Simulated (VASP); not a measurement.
The system is ZnS.

```xyz
2
Lattice="0.0000 2.7020 2.7020 2.7020 0.0000 2.7020 2.7020 2.7020 0.0000" Properties=species:S:1:pos:R:3 pbc="T T T"
Zn    4.0530    4.0530    4.0530
S     0.0000    0.0000    0.0000
```

- Program: VASP 6.6.1
- Task: relaxation of cell and atoms
- Functional: PBEsol
- Potentials or basis: VASP PAW PBE potentials, release 64 (Zn, S)
- Cutoff: 600 eV
- k mesh: 9 × 9 × 9
- Occupations: fermi-dirac, width 0.05 eV
- Spin: no spin polarisation

At the start: pressure -1.7 GPa; volume 19.73 Å³/atom.

**Question.** Where does the relaxation end?

**Answer.** Over 3 steps the energy falls by 2.7 meV/atom and the volume is 19.26 Å³/atom (-2.4 %); space group F-43m (No. 216, to 0.05 Å).

Step by step:
```tsv
step	energy change (eV)	largest force (eV/Å)	pressure (GPa)	volume (Å³)
1	0.0000	0.0000	-1.74	39.45
2	-0.0049	0.0000	0.61	38.24
3	-0.0054	0.0000	-0.04	38.51
```

Final structure:
```xyz
2
Lattice="0.0000 2.6804 2.6804 2.6804 0.0000 2.6804 2.6804 2.6804 0.0000" Properties=species:S:1:pos:R:3 pbc="T T T"
Zn    4.0205    4.0205    4.0205
S     0.0000    0.0000    0.0000
```

Caveat: the PAW data sets were made with another functional, which shifts forces and pressure a little.
